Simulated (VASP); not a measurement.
# InSe (P6_3/mmc) in VASP: a series of runs

Aim: see how the results for InSe move with the level of theory and the settings. Levels: PBE, PBE+D3(BJ), LDA. Tasks: relaxation of cell and atoms.

Everything below comes from runs of VASP 6.6.1. Logs are shortened: lines on timing, memory, paths and dates and some standing lists are left out, and cuts for length are marked.

### Step 1. Starting point

The structure is hexagonal, space group P6_3/mmc (No. 194). Conventional cell: a = 4.050 Å, b = 4.050 Å, c = 16.930 Å, α = 90.00°, β = 90.00°, γ = 120.00°. In (site symmetry 3m) is surrounded by 3 Se at 2.52 Å. Se (site symmetry 3m) is surrounded by 3 In at 2.52 Å.

### Step 2. Relaxation of cell and atoms, PBE

The input, INCAR:

```
ALGO     = Normal         # electronic algorithm
EDIFF    = 1E-6           # SCF threshold, eV
EDIFFG   = -0.01          # ionic threshold
ENCUT    = 300            # plane-wave cutoff, eV
GGA      = PE             # functional
IBRION   = 2              # ionic algorithm
ISIF     = 3              # what is computed and relaxed
ISMEAR   = 0              # smearing method
KPAR     = 2            
LASPH    = T              # aspherical terms in the spheres
LCHARG   = F              # write CHGCAR
LREAL    = F              # projectors in reciprocal space
LWAVE    = F              # write WAVECAR
NELM     = 80             # most SCF steps
NSW      = 90             # ionic steps
PREC     = Accurate       # precision mode
SIGMA    = 0.03           # smearing width, eV
```

The input, KPOINTS:

```
k-points
0
Gamma
  5 5 1
```

The input, POSCAR:

```
InSe
1.0
    4.0500000000      0.0000000000      0.0000000000
   -2.0250000000      3.5074028853      0.0000000000
    0.0000000000      0.0000000000     16.9300000000
In Se
4 4
Direct
    0.3333333333      0.6666666667      0.1570000000
    0.6666666667      0.3333333333      0.6570000000
    0.3333333333      0.6666666667      0.3430000000
    0.6666666667      0.3333333333      0.8430000000
    0.3333333333      0.6666666667      0.6020000000
    0.6666666667      0.3333333333      0.1020000000
    0.3333333333      0.6666666667      0.8980000000
    0.6666666667      0.3333333333      0.3980000000
```

Potentials or basis: VASP PAW PBE potentials, release 64 (In, Se).

Launch:

```bash
cat potpaw_PBE.64/In/POTCAR potpaw_PBE.64/Se/POTCAR > POTCAR
mpirun -np 2 vasp_std > vasp.out
```

OUTCAR:

```text
EDIFF = 1E-6
   EDIFFG = -0.01
   ENCUT = 300
   GGA = PE
   IBRION = 2
   ISIF = 3
   ISMEAR = 0
   LASPH = T
   LREAL = F
   NELM = 80
   NSW = 90
   PREC = Accurate

 ion  position               nearest neighbor table
   1  0.333  0.667  0.157-   6 2.52   6 2.52   6 2.52   3 3.15
   2  0.667  0.333  0.657-   5 2.52   5 2.52   5 2.52   4 3.15
   3  0.333  0.667  0.343-   8 2.52   8 2.52   8 2.52   1 3.15
   4  0.667  0.333  0.843-   7 2.52   7 2.52   7 2.52   2 3.15
   5  0.333  0.667  0.602-   2 2.52   2 2.52   2 2.52
   6  0.667  0.333  0.102-   1 2.52   1 2.52   1 2.52
   7  0.333  0.667  0.898-   4 2.52   4 2.52   4 2.52
   8  0.667  0.333  0.398-   3 2.52   3 2.52   3 2.52

  LATTYP: Found a hexagonal cell.
 ALAT       =     4.0500000000
 C/A-ratio  =     4.1802469136

  Lattice vectors:

 A1 = (   4.0500000000,   0.0000000000,   0.0000000000)
 A2 = (  -2.0250000000,   3.5074028853,   0.0000000000)
 A3 = (   0.0000000000,   0.0000000000,  16.9300000000)

Analysis of symmetry for initial positions (statically):
=====================================================================
 Subroutine PRICEL returns:
 Original cell was already a primitive cell.

 Routine SETGRP: Setting up the symmetry group for a
 hexagonal supercell.

 Subroutine GETGRP returns: Found 24 space group operations
 (whereof 12 operations were pure point group operations)
 out of a pool of 24 trial point group operations.

The static configuration has the point symmetry D_3d.
 The point group associated with its full space group is D_6h.

Analysis of symmetry for dynamics (positions and initial velocities):
=====================================================================
 Subroutine PRICEL returns:
 Original cell was already a primitive cell.

 Routine SETGRP: Setting up the symmetry group for a
 hexagonal supercell.

 Subroutine GETGRP returns: Found 24 space group operations
 (whereof 12 operations were pure point group operations)
 out of a pool of 24 trial point group operations.

The dynamic configuration has the point symmetry D_3d.
 The point group associated with its full space group is D_6h.

 Subroutine INISYM returns: Found 24 space group operations
 (whereof 12 operations are pure point group operations),
 and found     1 'primitive' translations

----------------------------------------------------------------------------------------

[... 87 lines left out ...]
   NSW    =     90    number of steps for IOM
   IBRION =      2    ionic relax: 0-MD 1-quasi-New 2-CG
   NFREE  =      1    steps in history (QN), initial steepest desc. (CG)
   ISIF   =      3    stress and relaxation
   ISYM   =      2    0-nonsym 1-usesym 2-fastsym
   POTIM  = 0.5000    time-step for ionic-motion
   TEBEG  =    0.0;   TEEND  =   0.0 temperature during run
   PSTRESS=    0.0 pullay stress
   NELECT =      36.0000    total number of electrons
   NUPDOWN=      -1.0000    fix difference up-down
   EMIN   =  10.00;   EMAX   =-10.00  energy-range for DOS
   EFERMI =   0.00;   METHOD = LEGACY
   ISMEAR =     0;   SIGMA  =   0.03  broadening in eV -4-tet -1-fermi 0-gaus
   EFERMI_NEDOS =   21; number of points for ismear=-14 and -15
   IALGO  =     38    algorithm
   IMIX   =      4    mixing-type and parameters
     AMIX     =   0.40;   BMIX     =  1.00
     AMIX_MAG =   1.60;   BMIX_MAG =  1.00
  volume/ion in A,a.u.               =      30.06       202.86
  Fermi-wavevector in a.u.,A,eV,Ry     =   0.869247  1.642638 10.280427  0.755590
  Thomas-Fermi vector in A             =   1.988042
   LORBIT       =      0    0 simple, 1 ext, 2 COOP (PROOUT), +10 PAW based schemes
   GGA     = PE    functional components
   LHFCALC =     F    Hartree Fock is set to
   AEXX    =    0.0000 exact exchange contribution
   IVDW    =     0    specifies the selected vdW correction
   LEPSILON=     F    determine dielectric tensor
   LRPA    =     F    only Hartree local field effects (RPA)
 conjugate gradient relaxation of ions
 non-spin polarized calculation
 Gauss-broadening in eV      SIGMA  =   0.03
  energy-cutoff  :      300.00
  volume of cell :      240.49
 maximum number of plane-waves:      2867
 NGX is ok and might be reduce to    24
   NGX = 11   NGY = 11   NGZ = 47

--------------------------------------- Ionic step        1  -------------------------------------------

 number of electron      36.0000032 magnetization

 Free energy of the ion-electron system (eV)
  ---------------------------------------------------
  ext. energy  EPLUGINS =         0.00000000
  ---------------------------------------------------
  free energy    TOTEN  =       -26.20208377 eV

  energy without entropy =      -26.20106979  energy(sigma->0) =      -26.20157678

------------------------ aborting loop because EDIFF is reached ----------------------------------------

  FORCE on cell =-STRESS in cart. coord.  units (eV):
  Direction    XX          YY          ZZ          XY          YZ          ZX
  --------------------------------------------------------------------------------------
  -------------------------------------------------------------------------------------
  Total       18.5301919     18.5301919      3.3976125      0.0000000      0.0000000      0.0000000
  in kB      123.4505025    123.4505025     22.6353280      0.0000000      0.0000000      0.0000000
  external PRESSURE =      89.8454443 kB  Pullay stress =       0.0000000 kB
[... 107 lines left out ...]
  FREE ENERGIE OF THE ION-ELECTRON SYSTEM (eV)
  ---------------------------------------------------
  free  energy   TOTEN  =       -28.0241823994 eV

  energy  without entropy=      -28.0241823994  energy(sigma->0) =      -28.02418240

[... ionic steps 4 to 27 ...]

--------------------------------------- Ionic step       28  -------------------------------------------

 number of electron      35.9999999 magnetization

------------------------ aborting loop because EDIFF is reached ----------------------------------------
[... 79 lines left out ...]
--------------------------------------- Ionic step       30  -------------------------------------------

 number of electron      36.0000003 magnetization

 Free energy of the ion-electron system (eV)
  ---------------------------------------------------
  ext. energy  EPLUGINS =         0.00000000
  ---------------------------------------------------
  free energy    TOTEN  =       -28.40563323 eV

  energy without entropy =      -28.40563323  energy(sigma->0) =      -28.40563323

 E-fermi :   1.6820     XC(G=0):  -7.9617

 val. band max:        1.5255128467   @ k =   0.0000   0.0000   0.0000
 cond. band min:       2.2682627010   @ k =   0.0000   0.0000   0.0000
 fundamental gap:      0.7427498543
 Fermi energy:         1.6820248317

 k-point     1 :       0.0000    0.0000    0.0000
  band No.  band energies     occupation
      1     -11.2788      2.00000
      2     -11.2271      2.00000
      3     -11.2138      2.00000
      4     -11.1595      2.00000
      5      -4.1158      2.00000
      6      -4.0153      2.00000
[... 154 lines left out ...]
  FREE ENERGIE OF THE ION-ELECTRON SYSTEM (eV)
  ---------------------------------------------------
  free  energy   TOTEN  =       -28.4056332319 eV

  energy  without entropy=      -28.4056332319  energy(sigma->0) =      -28.40563323

 reached required accuracy - stopping structural energy minimisation
```

Run time: 2.7 min. Hardware: 2 MPI ranks of AMD EPYC 9R45 (Zen 5), shared host; peak memory 0.2 GiB.

What came out:

```
Free energy                            : -28.4056 eV
Relaxed volume                         : 33.78 Å³/atom
Relaxed cell                           : a = 4.099 Å, b = 4.099 Å, c = 18.570 Å, α = 90.00°, β = 90.00°, γ = 120.00°
Space group after relaxing (to 0.05 Å) : P6_3/mmc (No. 194)
Energy gained by relaxing              : 275.4 meV/atom
Ionic steps                            : 30
Pressure after relaxing                : 0.0 GPa
Largest force after relaxing           : 0.007 eV/Å
Band gap on the k mesh                 : 0.74 eV, direct
```

Forces on the atoms (eV/Å):
```
In   0.000  0.000  0.001
In   0.000  0.000  0.001
In   0.000  0.000 -0.001
In   0.000  0.000 -0.001
Se   0.000  0.000  0.007
Se   0.000  0.000  0.007
Se   0.000  0.000 -0.007
Se   0.000  0.000 -0.007
```

Step by step:
| step | energy change (eV) | largest force (eV/Å) | pressure (GPa) | volume (Å³) |
| --- | --- | --- | --- | --- |
| 1 | 0.0000 | 3.1160 | 8.98 | 240.49 |
| 2 | -1.1390 | 0.6792 | -4.80 | 303.33 |
| 3 | -1.8221 | 0.8072 | -1.50 | 275.64 |
| 4 | -1.8219 | 0.8464 | -1.38 | 274.91 |
| 5 | -2.0064 | 0.4670 | -0.82 | 266.22 |
| 6 | -2.0731 | 0.1109 | -0.03 | 257.45 |
| 7 | -2.1247 | 0.1035 | 0.27 | 254.49 |
| 8 | -2.1548 | 0.1917 | 0.79 | 249.92 |
| 9 | -2.1466 | 0.3157 | -0.61 | 255.58 |
| 10 | -2.1646 | 0.0918 | 0.17 | 252.32 |
| 11 | -2.1683 | 0.0914 | 0.06 | 253.50 |
| 12 | -2.1692 | 0.0903 | -0.12 | 255.26 |
| 13 | -2.1695 | 0.0905 | -0.06 | 254.65 |
| 14 | -2.1722 | 0.0461 | 0.04 | 255.03 |
| 15 | -2.1738 | 0.0969 | 0.16 | 255.52 |
| 16 | -2.1764 | 0.0942 | 0.07 | 256.54 |
| 17 | -2.1819 | 0.0854 | -0.17 | 259.59 |
| 18 | -2.1833 | 0.0884 | -0.61 | 265.73 |
| 19 | -2.1842 | 0.0751 | -0.45 | 263.34 |
| 20 | -2.1857 | 0.0771 | -0.42 | 263.58 |
| 21 | -2.1897 | 0.0821 | -0.36 | 264.29 |
| 22 | -2.1958 | 0.0914 | -0.21 | 265.70 |
| 23 | -2.2013 | 0.1121 | 0.12 | 268.46 |
| 24 | -2.2032 | 0.0327 | 0.02 | 269.72 |
| 25 | -2.2035 | 0.0226 | -0.04 | 270.56 |
| 26 | -2.2035 | 0.0183 | -0.03 | 270.43 |
| 27 | -2.2035 | 0.0171 | -0.03 | 270.38 |
| 28 | -2.2034 | 0.0114 | 0.00 | 270.05 |
| 29 | -2.2035 | 0.0158 | -0.02 | 270.34 |
| 30 | -2.2035 | 0.0073 | 0.00 | 270.21 |

Final structure:
```cif
data_structure
_symmetry_space_group_name_H-M 'P 1'
_symmetry_Int_Tables_number 1
_cell_length_a 4.0991
_cell_length_b 4.0991
_cell_length_c 18.5699
_cell_angle_alpha 90.000
_cell_angle_beta 90.000
_cell_angle_gamma 120.000
_cell_volume 270.21
loop_
_atom_site_label
_atom_site_type_symbol
_atom_site_fract_x
_atom_site_fract_y
_atom_site_fract_z
_atom_site_occupancy
In1 In 0.33333 0.66667 0.17415 1
In2 In 0.66667 0.33333 0.67415 1
In3 In 0.33333 0.66667 0.32585 1
In4 In 0.66667 0.33333 0.82585 1
Se1 Se 0.33333 0.66667 0.60515 1
Se2 Se 0.66667 0.33333 0.10515 1
Se3 Se 0.33333 0.66667 0.89485 1
Se4 Se 0.66667 0.33333 0.39485 1
```

Caveat: spin-orbit coupling is left out, which moves the levels of the heavy elements; this functional lacks dispersion, which binds the layers, so the pressure and a relaxed spacing across them are unreliable; the volume moved by +12 % from the deposited cell, more than functionals usually miss.

### Step 3. Relaxation of cell and atoms, PBE

This run uses another cell than the first one, of 33.78 Å³/atom, 1.124 times its volume.

INCAR, as its differences from that of step 2:

```diff
@@ -1,4 +1,4 @@
 ALGO     = Normal         # electronic algorithm
-EDIFF    = 1E-6           # SCF threshold, eV
-EDIFFG   = -0.01          # ionic threshold
+EDIFF    = 1E-7           # SCF threshold, eV
+EDIFFG   = -0.005         # ionic threshold
 ENCUT    = 300            # plane-wave cutoff, eV
```

KPOINTS is that of step 2.

The input, POSCAR:

```
InSe                                    
1.0
    4.0990620193     -0.0000000000     -0.0000000000
   -2.0495310097      3.5498918404      0.0000000000
   -0.0000000000      0.0000000000     18.5698572295
  In              Se            
     4     4
Direct
     0.3333333332999970    0.6666666667000030    0.1741459158085538
     0.6666666667000030    0.3333333332999970    0.6741459158085541
     0.3333333332999970    0.6666666667000030    0.3258540841914463
     0.6666666667000030    0.3333333332999970    0.8258540841914459
     0.3333333332999970    0.6666666667000030    0.6051544217541316
     0.6666666667000030    0.3333333332999970    0.1051544217541313
     0.3333333332999970    0.6666666667000030    0.8948455782458684
     0.6666666667000030    0.3333333332999970    0.3948455782458687
```

Potentials or basis: VASP PAW PBE potentials, release 64 (In, Se).

Launch:

```bash
cat potpaw_PBE.64/In/POTCAR potpaw_PBE.64/Se/POTCAR > POTCAR
mpirun -np 2 vasp_std > vasp.out
```

OUTCAR:

```text
EDIFF = 1E-7
   EDIFFG = -0.005
   ENCUT = 300
   GGA = PE
   IBRION = 2
   ISIF = 3
   ISMEAR = 0
   LASPH = T
   LREAL = F
   NELM = 80
   NSW = 90
   PREC = Accurate

 ion  position               nearest neighbor table
   1  0.333  0.667  0.174-   6 2.69   6 2.69   6 2.69   3 2.82
   2  0.667  0.333  0.674-   5 2.69   5 2.69   5 2.69   4 2.82
   3  0.333  0.667  0.326-   8 2.69   8 2.69   8 2.69   1 2.82
   4  0.667  0.333  0.826-   7 2.69   7 2.69   7 2.69   2 2.82
   5  0.333  0.667  0.605-   2 2.69   2 2.69   2 2.69
   6  0.667  0.333  0.105-   1 2.69   1 2.69   1 2.69
   7  0.333  0.667  0.895-   4 2.69   4 2.69   4 2.69
   8  0.667  0.333  0.395-   3 2.69   3 2.69   3 2.69

  LATTYP: Found a hexagonal cell.
 ALAT       =     4.0990620193
 C/A-ratio  =     4.5302698866

  Lattice vectors:

 A1 = (   4.0990620193,   0.0000000000,   0.0000000000)
 A2 = (  -2.0495310097,   3.5498918404,   0.0000000000)
 A3 = (   0.0000000000,   0.0000000000,  18.5698572295)

Analysis of symmetry for initial positions (statically):
=====================================================================
 Subroutine PRICEL returns:
 Original cell was already a primitive cell.

 Routine SETGRP: Setting up the symmetry group for a
 hexagonal supercell.
[... 167 lines left out ...]

  FORCE on cell =-STRESS in cart. coord.  units (eV):
  Direction    XX          YY          ZZ          XY          YZ          ZX
  --------------------------------------------------------------------------------------
  -------------------------------------------------------------------------------------
  Total        0.0364414      0.0364414      0.0467015     -0.0000000      0.0000000     -0.0000000
  in kB        0.2160716      0.2160716      0.2769063     -0.0000000      0.0000000     -0.0000000
  external PRESSURE =       0.2363498 kB  Pullay stress =       0.0000000 kB
[... 107 lines left out ...]
  FREE ENERGIE OF THE ION-ELECTRON SYSTEM (eV)
  ---------------------------------------------------
  free  energy   TOTEN  =       -28.4084084335 eV

  energy  without entropy=      -28.4084084335  energy(sigma->0) =      -28.40840843

[... ionic steps 4 to 16 ...]

--------------------------------------- Ionic step       17  -------------------------------------------

 number of electron      36.0000001 magnetization

------------------------ aborting loop because EDIFF is reached ----------------------------------------
[... 79 lines left out ...]
--------------------------------------- Ionic step       19  -------------------------------------------

 number of electron      36.0000023 magnetization

 Free energy of the ion-electron system (eV)
  ---------------------------------------------------
  ext. energy  EPLUGINS =         0.00000000
  ---------------------------------------------------
  free energy    TOTEN  =       -28.40969920 eV

  energy without entropy =      -28.40969920  energy(sigma->0) =      -28.40969920

 E-fermi :   1.4716     XC(G=0):  -7.8402

 val. band max:        1.2992507192   @ k =   0.0000   0.0000   0.0000
 cond. band min:       2.1539394568   @ k =   0.0000   0.0000   0.0000
 fundamental gap:      0.8546887376
 Fermi energy:         1.4716346633

 k-point     1 :       0.0000    0.0000    0.0000
  band No.  band energies     occupation
      1     -11.4232      2.00000
      2     -11.3888      2.00000
      3     -11.3576      2.00000
      4     -11.3214      2.00000
      5      -4.2573      2.00000
      6      -4.1819      2.00000
[... 154 lines left out ...]
  FREE ENERGIE OF THE ION-ELECTRON SYSTEM (eV)
  ---------------------------------------------------
  free  energy   TOTEN  =       -28.4096991977 eV

  energy  without entropy=      -28.4096991977  energy(sigma->0) =      -28.40969920

 reached required accuracy - stopping structural energy minimisation
```

Run time: 2 min. Hardware: 2 MPI ranks of AMD EPYC 9R45 (Zen 5), shared host; peak memory 0.21 GiB.

Results:

* Free energy: -28.4097 eV
* Relaxed volume: 34.52 Å³/atom
* Relaxed cell: a = 4.099 Å, b = 4.099 Å, c = 18.983 Å, α = 90.00°, β = 90.00°, γ = 120.00°
* Space group after relaxing (to 0.05 Å): P6_3/mmc (No. 194)
* Energy gained by relaxing: 0.2 meV/atom
* Ionic steps: 19
* Pressure after relaxing: 0.0 GPa
* Band gap on the k mesh: 0.85 eV, direct

Forces in eV/Å, atoms in the order of the input:
```
In   0.000  0.000 -0.003
In   0.000  0.000 -0.003
In   0.000  0.000  0.003
In   0.000  0.000  0.003
Se   0.000  0.000  0.002
Se   0.000  0.000  0.002
Se   0.000  0.000 -0.002
Se   0.000  0.000 -0.002
```

The path:
| step | energy change (eV) | largest force (eV/Å) | pressure (GPa) | volume (Å³) |
| --- | --- | --- | --- | --- |
| 1 | 0.0000 | 0.0070 | 0.02 | 270.21 |
| 2 | 0.0000 | 0.0105 | 0.00 | 270.41 |
| 3 | 0.0000 | 0.0125 | -0.01 | 270.52 |
| 4 | 0.0000 | 0.0110 | -0.01 | 270.56 |
| 5 | -0.0001 | 0.0108 | -0.01 | 270.70 |
| 6 | -0.0001 | 0.0273 | 0.00 | 270.97 |
| 7 | -0.0001 | 0.0223 | 0.00 | 270.89 |
| 8 | -0.0001 | 0.0216 | 0.00 | 270.93 |
| 9 | -0.0002 | 0.0195 | 0.00 | 271.04 |
| 10 | -0.0003 | 0.0153 | 0.00 | 271.27 |
| 11 | -0.0004 | 0.0069 | 0.00 | 271.73 |
| 12 | -0.0003 | 0.0100 | 0.00 | 272.64 |
| 13 | -0.0004 | 0.0064 | 0.00 | 272.01 |
| 14 | -0.0004 | 0.0062 | 0.00 | 272.12 |
| 15 | -0.0006 | 0.0054 | 0.00 | 272.46 |
| 16 | -0.0008 | 0.0037 | 0.00 | 273.14 |
| 17 | -0.0012 | 0.0006 | 0.00 | 274.49 |
| 18 | -0.0013 | 0.0043 | 0.01 | 277.18 |
| 19 | -0.0013 | 0.0029 | 0.00 | 276.17 |

Final structure:
```yaml
crystal:
  lattice:
    - [4.09868, 0.00000, 0.00000]
    - [-2.04934, 3.54956, 0.00000]
    - [0.00000, 0.00000, 18.98276]
  atoms:
    - { symbol: In, position: [0.33333, 0.66667, 0.17581] }
    - { symbol: In, position: [0.66667, 0.33333, 0.67581] }
    - { symbol: In, position: [0.33333, 0.66667, 0.32419] }
    - { symbol: In, position: [0.66667, 0.33333, 0.82419] }
    - { symbol: Se, position: [0.33333, 0.66667, 0.60831] }
    - { symbol: Se, position: [0.66667, 0.33333, 0.10831] }
    - { symbol: Se, position: [0.33333, 0.66667, 0.89169] }
    - { symbol: Se, position: [0.66667, 0.33333, 0.39169] }
```

Levels at points of the mesh, in eV from the valence-band top:
| k point | band 16 | band 17 | band 18 | band 19 | band 20 | band 21 |
| --- | --- | --- | --- | --- | --- | --- |
| (0.00, 0.00, 0.00) | -0.78 | -0.65 | 0.00 | 0.85 | 1.45 | 2.33 |

Caveat: spin-orbit coupling is left out, which moves the levels of the heavy elements; this functional lacks dispersion, which binds the layers, so the pressure and a relaxed spacing across them are unreliable. Zero-point motion and thermal expansion aren't in these numbers.

[end of part 1 of 2]
